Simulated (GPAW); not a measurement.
The system is CsI.

```
Cs I
1.0
     4.56670    0.00000    0.00000
     0.00000    4.56670    0.00000
     0.00000    0.00000    4.56670
Cs I
1 1
Direct
  0.00000 0.00000 0.00000
  0.50000 0.50000 0.50000
```

Base run:

- Program: GPAW 26.7.0
- Functional: PBEsol
- Potentials or basis: PAW data sets generated in the run's folder for this functional
- Cutoff: 600 eV
- Basis: pw
- k mesh: 6 × 6 × 6
- Occupations: fermi-dirac, width 0.05 eV
- Spin: no spin polarisation

Its results: band gap on the k mesh 3.72 eV, indirect (least direct gap 3.81 eV).

**Question.** After a change of settings the same cell gave: band gap on the k mesh 5.24 eV, indirect (least direct gap 5.32 eV). Which change was it?
A. functional from PBEsol to LDA; potentials or basis from PAW data sets generated in the run's folder for this functional to the program's PAW data sets (release 1.2.1) made for this functional
B. spin from no spin polarisation to spin-orbit coupling, no magnetisation; band points from 80 to 60
C. functional from PBEsol to LDA; band points from 80 to 100
D. functional from PBEsol to TB-mBJ; potentials or basis from PAW data sets generated in the run's folder for this functional to GPAW PAW data sets for LDA (gpaw-data 1.2.1)

**Answer.** D.

Caveats: spin-orbit coupling is left out, which moves the levels of the heavy elements; a model potential gives levels but no total energy (some runs).

Runs at the PBE level aren't shown here.
